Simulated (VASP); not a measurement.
# Fe2O3 (Hematite) (R-3c) in VASP: notebook

The runs below take Fe2O3 (Hematite) through band structure, with PBE.

All numbers are computed with VASP 6.6.1; they aren't measurements. Logs are shortened: lines on timing, memory, paths and dates and some standing lists are left out, and cuts for length are marked.

## Step 1: Starting point

The structure is trigonal, space group R-3c (No. 167). The conventional cell has a = 5.038 Å, b = 5.038 Å, c = 13.772 Å, α = 90.00°, β = 90.00°, γ = 120.00°. Fe (site symmetry 3) is surrounded by 6 O at 1.95 to 2.12 Å. Around O (site symmetry 2) lie 4 Fe at 1.95 to 2.12 Å.

## Step 2: Band structure, PBE, collinear spin, ferromagnetic start

File POSCAR:

```
Fe2O3
1.0
    2.5190000000      1.4543453281      4.5906666667
   -2.5190000000      1.4543453281      4.5906666667
    0.0000000000     -2.9086906562      4.5906666667
Fe O
4 6
Direct
    0.3553000000      0.3553000000      0.3553000000
    0.1447000000      0.1447000000      0.1447000000
    0.6447000000      0.6447000000      0.6447000000
    0.8553000000      0.8553000000      0.8553000000
    0.5559000000      0.2500000000      0.9441000000
    0.2500000000      0.9441000000      0.5559000000
    0.9441000000      0.5559000000      0.2500000000
    0.4441000000      0.7500000000      0.0559000000
    0.7500000000      0.0559000000      0.4441000000
    0.0559000000      0.4441000000      0.7500000000
```

File INCAR.step1:

```
SYSTEM = Fe2O3
PREC     = Accurate       ! precision mode
ENCUT    = 520            ! plane-wave cutoff, eV
EDIFF    = 1E-6           ! SCF threshold, eV
ISMEAR   = -1             ! smearing method
SIGMA    = 0.05           ! smearing width, eV
LREAL    = .FALSE.        ! projectors in reciprocal space
LASPH    = .TRUE.         ! aspherical terms in the spheres
NELM     = 120            ! most SCF steps
ALGO     = Fast           ! electronic algorithm
ISIF     = 2              ! what is computed and relaxed
LWAVE    = .FALSE.        ! write WAVECAR
LCHARG   = .TRUE.         ! write CHGCAR
ISPIN    = 2              ! spin polarisation
MAGMOM   = 3 3 3 3 0 0 0 0 0 0 ! initial moments
LORBIT   = 11             ! projections on sites
LMAXMIX  = 4              ! l up to which the mixer works
GGA      = PE             ! functional
NBANDS   = 49             ! bands
```

File KPOINTS.step1:

```
regular mesh
0
G
  7 7 7
  0 0 0
```

File INCAR.step2:

```
SYSTEM = Fe2O3
PREC     = Accurate       ! precision mode
ENCUT    = 520            ! plane-wave cutoff, eV
EDIFF    = 1E-6           ! SCF threshold, eV
ISMEAR   = 0              ! smearing method
SIGMA    = 0.05           ! smearing width, eV
LREAL    = .FALSE.        ! projectors in reciprocal space
LASPH    = .TRUE.         ! aspherical terms in the spheres
NELM     = 120            ! most SCF steps
ALGO     = Fast           ! electronic algorithm
ISIF     = 2              ! what is computed and relaxed
LWAVE    = .FALSE.        ! write WAVECAR
LCHARG   = .FALSE.        ! write CHGCAR
ISPIN    = 2              ! spin polarisation
MAGMOM   = 3 3 3 3 0 0 0 0 0 0 ! initial moments
LORBIT   = 11             ! projections on sites
LMAXMIX  = 4              ! l up to which the mixer works
GGA      = PE             ! functional
NBANDS   = 49             ! bands
ICHARG   = 11             ! starting density
```

File KPOINTS.step2:

```
path GLB1,BZGX,QFP1Z,LP
15
line-mode
reciprocal
 0.0000000000  0.0000000000  0.0000000000  G
 0.5000000000  0.0000000000  0.0000000000  L

 0.5000000000  0.0000000000  0.0000000000  L
 0.5000000000  0.2335768627 -0.2335768627  B1

 0.7664231373  0.5000000000  0.2335768627  B
 0.5000000000  0.5000000000  0.5000000000  Z

 0.5000000000  0.5000000000  0.5000000000  Z
 0.0000000000  0.0000000000  0.0000000000  G

 0.0000000000  0.0000000000  0.0000000000  G
 0.3667884314  0.0000000000 -0.3667884314  X

 0.6332115686  0.3667884314  0.0000000000  Q
 0.5000000000  0.5000000000  0.0000000000  F

 0.5000000000  0.5000000000  0.0000000000  F
 0.6332115686  0.6332115686  0.2335768627  P1

 0.6332115686  0.6332115686  0.2335768627  P1
 0.5000000000  0.5000000000  0.5000000000  Z

 0.5000000000  0.0000000000  0.0000000000  L
 0.7664231373  0.3667884314  0.3667884314  P
```

Potentials or basis: VASP PAW PBE potentials, release 64 (Fe, O).

The run is started by

```sh
cat potpaw_PBE.64/Fe/POTCAR potpaw_PBE.64/O/POTCAR > POTCAR
cp INCAR.step1 INCAR
cp KPOINTS.step1 KPOINTS
mpirun -np 1 vasp_std > vasp.out
cp INCAR.step2 INCAR
cp KPOINTS.step2 KPOINTS
mpirun -np 1 vasp_std > vasp.out
```

OUTCAR:

```text
SYSTEM = Fe2O3
   PREC = Accurate
   ENCUT = 520
   EDIFF = 1E-6
   ISMEAR = 0
   LREAL = .FALSE.
   LASPH = .TRUE.
   NELM = 120
   ISIF = 2
   ISPIN = 2
   LORBIT = 11
   GGA = PE
   ICHARG = 11

 ion  position               nearest neighbor table
   1  0.355  0.355  0.355-   9 1.95  10 1.95   8 1.95   7 2.12   5 2.12   6 2.12   2 2.90   3 2.97
                             3 2.97   3 2.97
   2  0.145  0.145  0.145-   8 1.95  10 1.95   9 1.95   7 2.12   5 2.12   6 2.12   1 2.90   4 2.97
                             4 2.97   4 2.97
   3  0.645  0.645  0.645-   6 1.95   7 1.95   5 1.95  10 2.12   9 2.12   8 2.12   4 2.90   1 2.97
                             1 2.97   1 2.97
   4  0.855  0.855  0.855-   5 1.95   7 1.95   6 1.95  10 2.12   9 2.12   8 2.12   3 2.90   2 2.97
                             2 2.97   2 2.97
   5  0.556  0.250  0.944-   4 1.95   3 1.95   1 2.12   2 2.12
   6  0.250  0.944  0.556-   3 1.95   4 1.95   1 2.12   2 2.12
   7  0.944  0.556  0.250-   3 1.95   4 1.95   1 2.12   2 2.12
   8  0.444  0.750  0.056-   2 1.95   1 1.95   3 2.12   4 2.12
   9  0.750  0.056  0.444-   1 1.95   2 1.95   3 2.12   4 2.12
  10  0.056  0.444  0.750-   1 1.95   2 1.95   3 2.12   4 2.12

  LATTYP: Found a trigonal (rhomboedric) cell.
 ALAT       =     5.4345838643
 COS(alpha) =     0.5703114900

  Lattice vectors:

 A1 = (   2.5190000000,   1.4543453281,   4.5906666667)
 A2 = (  -2.5190000000,   1.4543453281,   4.5906666667)
 A3 = (   0.0000000000,  -2.9086906562,   4.5906666667)

Analysis of symmetry for initial positions (statically):
=====================================================================
 Subroutine PRICEL returns:
 Original cell was already a primitive cell.

 Routine SETGRP: Setting up the symmetry group for a
 trigonal (rhombohedral) supercell.

 Subroutine GETGRP returns: Found 12 space group operations
 (whereof  6 operations were pure point group operations)
 out of a pool of 12 trial point group operations.

The static configuration has the point symmetry S_6 .
 The point group associated with its full space group is D_3d.

Analysis of symmetry for dynamics (positions and initial velocities):
=====================================================================
 Subroutine PRICEL returns:
 Original cell was already a primitive cell.

 Routine SETGRP: Setting up the symmetry group for a
 trigonal (rhombohedral) supercell.

 Subroutine GETGRP returns: Found 12 space group operations
 (whereof  6 operations were pure point group operations)
 out of a pool of 12 trial point group operations.

The dynamic configuration has the point symmetry S_6 .
 The point group associated with its full space group is D_3d.

Analysis of structural, dynamic, and magnetic symmetry:
=====================================================================
 Subroutine PRICEL returns:
 Original cell was already a primitive cell.

 Routine SETGRP: Setting up the symmetry group for a
 trigonal (rhombohedral) supercell.

 Subroutine GETGRP returns: Found 12 space group operations
 (whereof  6 operations were pure point group operations)
 out of a pool of 12 trial point group operations.

The overall configuration has the point symmetry S_6 .
 The point group associated with its full space group is D_3d.

 Subroutine INISYM returns: Found 12 space group operations
 (whereof  6 operations are pure point group operations),
 and found     1 'primitive' translations

----------------------------------------------------------------------------------------

                                     Primitive cell

  volume of cell :     100.9073

  direct lattice vectors                    reciprocal lattice vectors
     2.519000000  1.454345328  4.590666667     0.198491465  0.114599101  0.072611095
    -2.519000000  1.454345328  4.590666667    -0.198491465  0.114599101  0.072611095
     0.000000000 -2.908690656  4.590666667     0.000000000 -0.229198201  0.072611095

  length of vectors
     5.434583864  5.434583864  5.434583864     0.240425012  0.240425012  0.240425012

  position of ions in fractional coordinates (direct lattice)
     0.355300000  0.355300000  0.355300000
     0.144700000  0.144700000  0.144700000
     0.644700000  0.644700000  0.644700000
     0.855300000  0.855300000  0.855300000
[... 84 lines left out ...]
   EDIFF  = 0.1E-05   stopping-criterion for ELM
   LREAL  =      F    real-space projection
   EDIFFG = 0.1E-04   stopping-criterion for IOM
   NSW    =      0    number of steps for IOM
   IBRION =     -1    ionic relax: 0-MD 1-quasi-New 2-CG
   NFREE  =      0    steps in history (QN), initial steepest desc. (CG)
   ISIF   =      2    stress and relaxation
   ISYM   =      2    0-nonsym 1-usesym 2-fastsym
   POTIM  = 0.5000    time-step for ionic-motion
   TEBEG  =    0.0;   TEEND  =   0.0 temperature during run
   PSTRESS=    0.0 pullay stress
   NELECT =      68.0000    total number of electrons
   NUPDOWN=      -1.0000    fix difference up-down
   EMIN   =  10.00;   EMAX   =-10.00  energy-range for DOS
   EFERMI =   0.00;   METHOD = LEGACY
   ISMEAR =     0;   SIGMA  =   0.05  broadening in eV -4-tet -1-fermi 0-gaus
   EFERMI_NEDOS =   21; number of points for ismear=-14 and -15
   IALGO  =     68    algorithm
   IMIX   =      4    mixing-type and parameters
     AMIX     =   0.40;   BMIX     =  1.00
     AMIX_MAG =   1.60;   BMIX_MAG =  1.00
  volume/ion in A,a.u.               =      10.09        68.10
  Fermi-wavevector in a.u.,A,eV,Ry     =   1.435281  2.712288 28.028426  2.060031
  Thomas-Fermi vector in A             =   2.554597
   LORBIT       =     11    0 simple, 1 ext, 2 COOP (PROOUT), +10 PAW based schemes
   GGA     = PE    functional components
   LHFCALC =     F    Hartree Fock is set to
   AEXX    =    0.0000 exact exchange contribution
   IVDW    =     0    specifies the selected vdW correction
   LEPSILON=     F    determine dielectric tensor
   LRPA    =     F    only Hartree local field effects (RPA)
 spin polarized calculation
 RMM-DIIS sequential band-by-band and
 Gauss-broadening in eV      SIGMA  =   0.05
  energy-cutoff  :      520.00
  volume of cell :      100.91
 maximum number of plane-waves:      2744

 number of electron      67.9999996 magnetization      13.5399089

 Free energy of the ion-electron system (eV)
  ---------------------------------------------------
  ext. energy  EPLUGINS =         0.00000000
  ---------------------------------------------------
  free energy    TOTEN  =       -73.69507973 eV

  energy without entropy =      -73.67727750  energy(sigma->0) =      -73.68617861

 E-fermi :   4.3318     XC(G=0): -11.6267

 val. band max:        4.3309225553   @ k =   0.5666   0.5666   0.3668
 cond. band min:       4.3323557959   @ k =   0.1071   0.1071   0.1071
 fundamental gap:      0.0014332406
 Fermi energy:         4.3317729513

 spin component 1

 k-point     1 :       0.0000    0.0000    0.0000
  band No.  band energies     occupation
      1     -15.7402      1.00000
      2     -14.2465      1.00000
      3     -14.1651      1.00000
      4     -14.1651      1.00000
      5     -14.1406      1.00000
      6     -14.1406      1.00000
[... 1165 lines left out ...]
     45      11.6878      0.00000
     46      11.6895      0.00000

 [... further k-points ...]

 spin component 2

 k-point     1 :       0.0000    0.0000    0.0000
  band No.  band energies     occupation
      1     -15.4521      1.00000
      2     -13.9640      1.00000
      3     -13.8562      1.00000
      4     -13.8562      1.00000
      5     -13.8488      1.00000
      6     -13.8488      1.00000
[... 1165 lines left out ...]
     45      12.2768      0.00000
     46      12.2768      0.00000

 [... further k-points ...]

 [bands above 46 left out]

------------------------ aborting loop because EDIFF is reached ----------------------------------------

  FORCE on cell =-STRESS in cart. coord.  units (eV):
  Direction    XX          YY          ZZ          XY          YZ          ZX
  --------------------------------------------------------------------------------------
  -------------------------------------------------------------------------------------
  Total       -2.5950672     -2.5950672     -2.1502276      0.0000000      0.0000000     -0.0000000
  in kB      -41.2037250    -41.2037250    -34.1406909      0.0000000      0.0000000     -0.0000000
  external PRESSURE =     -38.8493803 kB  Pullay stress =       0.0000000 kB

 VOLUME and BASIS-vectors are now :
 -----------------------------------------------------------------------------
  energy-cutoff  :      520.00
  volume of cell :      100.91
      direct lattice vectors                 reciprocal lattice vectors
     2.519000000  1.454345328  4.590666667     0.198491465  0.114599101  0.072611095
    -2.519000000  1.454345328  4.590666667    -0.198491465  0.114599101  0.072611095
     0.000000000 -2.908690656  4.590666667     0.000000000 -0.229198201  0.072611095

 POSITION                                       TOTAL-FORCE (eV/Angst)
 -----------------------------------------------------------------------------------
      0.00000      0.00000      4.89319         0.000000     -0.000000     -0.817439
      0.00000      0.00000      1.99281         0.000000     -0.000000      0.817439
      0.00000      0.00000      8.87881         0.000000     -0.000000      0.817439
      0.00000      0.00000     11.77919         0.000000      0.000000     -0.817439
      0.77056     -1.57404      8.03367         0.116418      0.201641     -0.000000
     -1.74844      0.11969      8.03367         0.116418     -0.201641     -0.000000
      0.97788      1.45435      8.03367        -0.232835     -0.000000     -0.000000
     -0.77056      1.57404      5.73833        -0.116418     -0.201641     -0.000000
      1.74844     -0.11969      5.73833        -0.116418      0.201641     -0.000000
     -0.97788     -1.45435      5.73833         0.232835     -0.000000     -0.000000
 -----------------------------------------------------------------------------------
    total drift:                               -0.000000      0.000000     -0.000000

  FREE ENERGIE OF THE ION-ELECTRON SYSTEM (eV)
  ---------------------------------------------------
  free  energy   TOTEN  =       -73.6950797279 eV

  energy  without entropy=      -73.6772774957  energy(sigma->0) =      -73.68617861

 total charge

# of ion       s       p       d       tot
------------------------------------------
    1        0.361   0.512   6.034   6.907
    2        0.361   0.512   6.034   6.907
    3        0.361   0.512   6.034   6.907
    4        0.361   0.512   6.034   6.907
    5        1.573   3.389   0.000   4.961
    6        1.573   3.389   0.000   4.961
    7        1.573   3.389   0.000   4.961
    8        1.573   3.389   0.000   4.961
    9        1.573   3.389   0.000   4.961
   10        1.573   3.389   0.000   4.961
--------------------------------------------------
tot         10.880  22.379  24.135  57.394

 magnetization (x)

# of ion       s       p       d       tot
------------------------------------------
    1        0.024   0.034   2.970   3.028
    2        0.024   0.034   2.970   3.028
    3        0.024   0.034   2.970   3.028
    4        0.024   0.034   2.970   3.028
    5        0.020   0.112   0.000   0.132
    6        0.020   0.112   0.000   0.132
    7        0.020   0.112   0.000   0.132
    8        0.020   0.112   0.000   0.132
    9        0.020   0.112   0.000   0.132
   10        0.020   0.112   0.000   0.132
--------------------------------------------------
tot          0.217   0.806  11.878  12.901
```

Run time: 22 min. Hardware: 1 thread of Intel Xeon Platinum 8488C (Sapphire Rapids), shared host; peak memory 0.89 GiB.

Results:

```yaml
Band_gap_along_the_path: none (metal or under the smearing width)
Net_moment: 13.54 μB per cell
```

Levels at the corners of the path, in eV from the Fermi level:
Spin up:
```tsv
point	band 37	band 38	band 39	band 40	band 41	band 42	band 43	band 44
Γ	-1.05	-1.05	-0.64	-0.64	0.25	0.25	0.79	0.79
L	-0.58	-0.58	-0.32	-0.32	-0.18	-0.18	0.21	0.21
L	-0.58	-0.58	-0.32	-0.32	-0.18	-0.18	0.21	0.21
B1	-1.30	-1.30	-0.51	-0.51	0.13	0.13	0.44	0.44
B	-1.30	-1.30	-0.51	-0.51	0.13	0.13	0.44	0.44
Z	-0.81	-0.81	-0.81	-0.81	0.32	0.32	0.32	0.32
Z	-0.81	-0.81	-0.81	-0.81	0.32	0.32	0.32	0.32
Γ	-1.05	-1.05	-0.64	-0.64	0.25	0.25	0.79	0.79
Γ	-1.05	-1.05	-0.64	-0.64	0.25	0.25	0.79	0.79
X	-1.43	-1.06	-0.78	-0.16	-0.10	0.24	0.35	0.55
Q	-1.43	-1.06	-0.78	-0.16	-0.10	0.24	0.35	0.55
F	-1.66	-0.93	-0.91	-0.57	0.00	0.33	0.41	0.58
F	-1.66	-0.93	-0.91	-0.57	0.00	0.33	0.41	0.58
P1	-1.46	-0.91	-0.77	-0.35	0.01	0.05	0.31	0.56
P1	-1.46	-0.91	-0.77	-0.35	0.01	0.05	0.31	0.56
Z	-0.81	-0.81	-0.81	-0.81	0.32	0.32	0.32	0.32
L	-0.58	-0.58	-0.32	-0.32	-0.18	-0.18	0.21	0.21
P	-1.46	-0.91	-0.77	-0.35	0.01	0.05	0.31	0.56
```
Spin down:
```
point  band 26  band 27  band 28  band 29  band 30  band 31
    Γ    -0.26    -0.19     0.02     0.02     0.05     0.05
    L    -0.47     0.17     0.17     0.33     0.33     0.43
    L    -0.47     0.17     0.17     0.33     0.33     0.43
   B1    -0.46    -0.08    -0.08     0.22     0.22     0.46
    B    -0.46    -0.08    -0.08     0.22     0.22     0.46
    Z    -0.03    -0.03    -0.03     0.33     0.33     0.35
    Z    -0.03    -0.03    -0.03     0.33     0.33     0.35
    Γ    -0.26    -0.19     0.02     0.02     0.05     0.05
    Γ    -0.26    -0.19     0.02     0.02     0.05     0.05
    X    -0.46    -0.06    -0.05     0.18     0.34     0.35
    Q    -0.46    -0.06    -0.05     0.18     0.34     0.35
    F    -0.39    -0.20    -0.14     0.16     0.28     0.30
    F    -0.39    -0.20    -0.14     0.16     0.28     0.30
   P1    -0.34    -0.24     0.01     0.24     0.29     0.33
   P1    -0.34    -0.24     0.01     0.24     0.29     0.33
    Z    -0.03    -0.03    -0.03     0.33     0.33     0.35
    L    -0.47     0.17     0.17     0.33     0.33     0.43
    P    -0.34    -0.24     0.01     0.24     0.29     0.33
```

Caveat: the log is that of the step along the path at fixed density, whose energy, stress, charges and moments have no meaning; semilocal functionals often make such compounds metallic where correlation or magnetic order opens a gap, which also shifts bond lengths; only a ferromagnetic start was run, and an antiferromagnetic order may lie lower in energy.

[end of part 1 of 2]
